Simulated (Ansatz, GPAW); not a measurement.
SnTe: programs and potentials compared

```
CELL_PARAMETERS angstrom
0.00000 3.15085 3.15085
3.15085 0.00000 3.15085
3.15085 3.15085 0.00000
ATOMIC_POSITIONS crystal
Te 0.50000 0.50000 0.50000
Sn 0.00000 0.00000 0.00000
```

Alike in all runs: task single point; functional PBEsol; k mesh 7 × 7 × 7; occupations gaussian, width 0.05 eV; no spin polarisation; no spin-orbit coupling. Pressure is positive in compression and, in plane waves, holds the error of the finite cutoff, which Ansatz's Pulay term estimates and takes out.

```csv
program and potentials,plane-wave cutoff (eV),notes,pressure (GPa)
"Ansatz, Ansatz PAW",420,"potentials made for PBE, which Ansatz adapts in part; 15 valence electrons an atom on average; Pulay term of +0.03 GPa included",-0.38
"GPAW, PAW data sets generated for this functional",600,10 valence electrons an atom on average,-0.65
"Ansatz, all-electron LAPW, scalar-relativistic",-,-,-0.37
```

The pressure spans -0.65 (GPAW, PAW data sets generated for this functional) to -0.37 GPa (Ansatz, all-electron LAPW, scalar-relativistic), with all-electron results at -0.37.

Differences between rows come from potentials, basis sets and numerical settings, since the functional is the same but for its coding. Runs on potential files found faulty are left out.
